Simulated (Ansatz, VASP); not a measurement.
LiCl: VASP beside Ansatz

The input POSCAR:

```
LiCl
1.0
    0.1087750932      2.8418176371      2.8418176371
    2.8418176371      0.1087750932      2.8418176371
    2.8418176371      2.8418176371      0.1087750932
Li Cl
1 1
Direct
    0.0026898174      0.0026898174      0.0026898174
    0.2473101826      0.2473101826      0.2473101826
```

INCAR.step1

```
SYSTEM = LiCl
PREC = Accurate
ENCUT = 520
ISMEAR = 0
SIGMA = 0.01
LREAL = .False.
LASPH = .True.
NELM = 100
NBANDS = 12
GGA = PE
ALGO = Normal
EDIFF = 1E-4
LWAVE = .True.
LCHARG = .False.
```

File INCAR.step2:

```
SYSTEM = LiCl
PREC = Accurate
ENCUT = 520
EDIFF = 1E-6
ISMEAR = 0
SIGMA = 0.01
LREAL = .False.
LASPH = .True.
NELM = 100
ALGO = Normal
ISIF = 2
LWAVE = .False.
LCHARG = .True.
METAGGA = R2SCAN
LMIXTAU = .True.
LELF = .True.
LVHAR = .True.
NBANDS = 12
ISTART = 1
```

File KPOINTS:

```
regular mesh
0
Gamma
  8 8 8
  0 0 0
```

Input for Ansatz:

```yaml
crystal:
  lattice:
    - [0.1087750932, 2.8418176371, 2.8418176371]
    - [2.8418176371, 0.1087750932, 2.8418176371]
    - [2.8418176371, 2.8418176371, 0.1087750932]
  atoms:
    - { symbol: Li, position: [0.0026898174, 0.0026898174, 0.0026898174] }
    - { symbol: Cl, position: [0.2473101826, 0.2473101826, 0.2473101826] }
kpoints:
  mp_grid: { grid: [8, 8, 8] }
  band_path:
    path:
      - [0.0, 0.0, 0.0]
      - [-0.5, -0.5, 0.0]
      - [-0.375, -0.375, 0.25]
      - [-0.375, 0.0, 0.375]
      - [0.0, 0.0, 0.5]
      - [-0.5, -0.25, 0.25]
    npoints: 1
hamiltonian:
  xc: r2scan
scf:
  occupations: { method: fixed }
  n_extra_bands: 4
output:
  forces: true
  stress: true
  eigenvalues: true
```

Change from the starting cell: shear_111 strain +6.0%.

Alike in both runs: task single point; functional r2SCAN; k mesh 8 × 8 × 8; no spin polarisation.

```csv
,VASP,Ansatz
version,VASP 6.6.1,Ansatz 0.2.0
potentials or method,"VASP PAW PBE potentials, release 64 (Li_sv, Cl)","plane waves, PAW"
plane-wave cutoff (eV),520,500
occupations,"gaussian, width 0.01 eV",fixed
valence electrons in the cell,10,10
```

|  | VASP | Ansatz | Ansatz less VASP |
| --- | --- | --- | --- |
| gap on the k mesh at the Fermi level (eV) | 6.45 | 6.40 | -0.051 |
| rms of the force components (eV/Å) | 0.006 | 0.003 | -0.0030 |

Atom by atom the forces differ by 0.003 eV/Å (rms over components).

Caveats: the PAW data sets were made with another functional, which shifts forces and pressure a little (VASP). A k mesh can miss the band edges.
